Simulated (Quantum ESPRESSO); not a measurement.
A run of Quantum ESPRESSO 7.5:

The input pw.in:

```
&CONTROL
  calculation = 'scf'
  prefix = 'pwscf'
  outdir = './tmp'
  pseudo_dir = './pseudo'
  tprnfor = .true.
  tstress = .true.
  disk_io = 'low'
/
&SYSTEM
  ibrav = 0
  celldm(1) = 8
  nat = 2
  ntyp = 1
  ecutwfc = 40
  nbnd = 8
  occupations = 'smearing'
  smearing = 'mv'
  degauss = 0.01469973
/
&ELECTRONS
  conv_thr = 4d-10
  electron_maxstep = 120
  mixing_beta = 0.5
/
ATOMIC_SPECIES
Al    26.9815 Al.upf
CELL_PARAMETERS alat
  1.0609867326711   0.0000000000000   0.0000000000000
 -0.5304933663356   0.9188415335768   0.0000000000000
  0.0000000000000   0.0000000000000   0.6431210433633
ATOMIC_POSITIONS crystal
Al     0.3333300000    0.6666700000    0.0000000000
Al     0.6666700000    0.3333300000    0.0000000000
K_POINTS automatic
7 7 10 0 0 0
```

File scf2.in:

```
&CONTROL
  calculation = 'scf'
  prefix = 'pwscf'
  outdir = './tmp'
  pseudo_dir = './pseudo'
  tprnfor = .true.
  tstress = .true.
  disk_io = 'low'
/
&SYSTEM
  ibrav = 0
  celldm(1) = 8
  nat = 2
  ntyp = 1
  ecutwfc = 40
  nbnd = 8
  occupations = 'smearing'
  smearing = 'mv'
  degauss = 0.01469973
/
&ELECTRONS
  conv_thr = 1d-13
  electron_maxstep = 120
  mixing_beta = 0.5
  startingpot = 'file'
  startingwfc = 'file'
/
ATOMIC_SPECIES
Al    26.9815 Al.upf
CELL_PARAMETERS alat
  1.0609867326711   0.0000000000000   0.0000000000000
 -0.5304933663356   0.9188415335768   0.0000000000000
  0.0000000000000   0.0000000000000   0.6431210433633
ATOMIC_POSITIONS crystal
Al     0.3333300000    0.6666700000    0.0000000000
Al     0.6666700000    0.3333300000    0.0000000000
K_POINTS automatic
7 7 10 0 0 0
```

ph.in

```
phonons of Al
&INPUTPH
  prefix = 'pwscf'
  outdir = './tmp'
  tr2_ph = 1d-18
  fildyn = 'dyn'
  niter_ph = 90
  alpha_mix(1) = 0.4
/
0.4712594273 0.2720817365 0.7774586218
```

Potentials or basis: PseudoDojo 0.4.1 SR PBE standard.

The run is started by

```console
$ OMP_NUM_THREADS=1 pw.x -in pw.in > pw.out
$ OMP_NUM_THREADS=1 pw.x -in scf2.in > scf2.out
$ OMP_NUM_THREADS=1 ph.x -in ph.in > ph.out
```

Hardware: 1 thread of Intel(R) Xeon(R) Processor @ 2.50GHz (Skylake/Cascade Lake), with other jobs on the host.

Problem. How long does it take, and how much memory?

Solution. Wall time 4.3 min on 1 thread of Intel(R) Xeon(R) Processor @ 2.50GHz (Skylake/Cascade Lake), on a shared host, peak memory 0.09 GiB. Counts: scf iterations 11, k pools 1, bands 8, k points 48, g dense 10881.
